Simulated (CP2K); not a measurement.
The system is CuCl2.

```
Cu Cl
1.0
     4.52065    0.00000    0.00000
     0.00000    4.52065    0.00000
     0.00000    0.00000    4.31771
Cu Cl
1 2
Direct
  0.00000 0.00000 0.00000
  0.00000 0.50000 0.00000
  0.50000 0.00000 0.00000
```

Measurements of this composition are mostly on another form, of space group No. 12.

Base run:

```yaml
Program: CP2K 2026.2
Functional: SCAN
Potentials_or_basis: POTENTIAL_UZH Cu GTH-SCAN-q11, Cl GTH-SCAN-q7; TZVP-MOLOPT-SCAN-GTH basis
Density_cutoff: 9184 eV
k_mesh: 6 × 6 × 6
Occupations: fermi-dirac, width 0.05 eV
Spin: no spin polarisation
```

Its results: band gap on the k mesh none (metal or under the smearing width); pressure -0.8 GPa.

Q: The run is repeated on the same cell with these changes: functional from SCAN to TASK; ngrids from 4 to 5. What comes out?

A: Band gap on the k mesh none (metal or under the smearing width); pressure 1.7 GPa.

Caveats: the basis of atomic orbitals isn't converged, which shifts pressures, moduli and gaps; an odd number of electrons without spin polarisation forces a metal; a magnetic or distorted state may lie lower; the run has no spin polarisation, though such a crystal can be magnetic; semilocal functionals often make such compounds metallic where correlation or magnetic order opens a gap, which also shifts bond lengths; the potentials were made for another functional, which shifts forces and pressure (some runs).
